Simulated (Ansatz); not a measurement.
## N: a sweep of one setting

```
N
1.0
     0.00000    2.09207    2.09207
     2.09207    0.00000    2.09207
     2.09207    2.09207    0.00000
N
2
Direct
  0.00000 0.00000 0.00000
  0.25000 0.25000 0.25000
```

Atoms are numbered in the order listed.

The cell was built from the diamond type and relaxed in the same program, and has space group Fd-3m; it needn't be a known or the stable phase.

These are results of DFT, PBE, all-electron LAPW, scalar-relativistic in Ansatz 0.2.0, not measurements.

Sampling and basis: a Γ-centred 13×13×13 k mesh, Fermi–Dirac smearing of 0.08 eV, basis error target 0.25 meV/atom, no spin polarisation. One setting is then changed at a time.

```tsv
k mesh	free energy less the base's (meV/atom)	P (GPa)	cutoff chosen (eV)
13×13×13 (base)	0.0	-0.03	444
4×4×4	-97.6	-3.90	444
6×6×6	-2.0	?	444
10×10×10	6.4	?	444
18×18×18	3.3	0.40	444
```

**Question.** Give the missing entry: row "6×6×6", column "P (GPa)".

**Answer.** 1.07.

**Question.** Fill in "P (GPa)" for the row "10×10×10".

**Answer.** 0.52.
